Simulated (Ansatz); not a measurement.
The system is Pb.

```
Pb
1.0
    -1.97966    1.97966    1.97966
     1.97966   -1.97966    1.97966
     1.97966    1.97966   -1.97966
Pb
1
Direct
  0.00000 0.00000 0.00000
```

This isn't the form of Pb at room conditions, which is fcc.

| Property | Result |
| --- | --- |
| Program | Ansatz 0.2.0 |
| Task | relaxation of cell and atoms |
| Functional | B3LYP |
| Potentials or basis | Ansatz PAW |
| Cutoff | 420 eV (not typed: the program's choice for these potentials) |
| k mesh | 5 × 5 × 5 |
| Occupations | fermi-dirac, width 0.05 eV |
| Spin | no spin polarisation |

At the start: volume 31.03 Å³/atom.

Problem. How do energy, volume and symmetry change on relaxing?

Solution. It ends after 4 steps and the volume is 34.25 Å³/atom (+10.4 %); space group Im-3m (No. 229, to 0.05 Å).

Step by step:
| step | energy change (eV) | largest force (eV/Å) | volume (Å³) |
| --- | --- | --- | --- |
| 1 | 0.0000 | 0.0000 | 31.03 |
| 2 | -0.0407 | 0.0000 | 34.29 |
| 3 | -0.0407 | 0.0000 | 34.25 |
| 4 | -0.0410 | 0.0000 | 34.25 |

Final structure:
```
CELL_PARAMETERS angstrom
-2.04585 2.04585 2.04585
2.04585 -2.04585 2.04585
2.04585 2.04585 -2.04585
ATOMIC_POSITIONS crystal
Pb 0.00000 0.00000 0.00000
```

Caveat: the k mesh is coarse (spacing up to 0.45 Å⁻¹), so the values aren't converged, least of all with exact exchange; the plane-wave basis is chosen anew once the cell has moved, so the energies of steps on either side of that aren't comparable; the PAW data sets come from PBE, with cores solved anew for the run's functional, which leaves a small shift of forces and pressure.
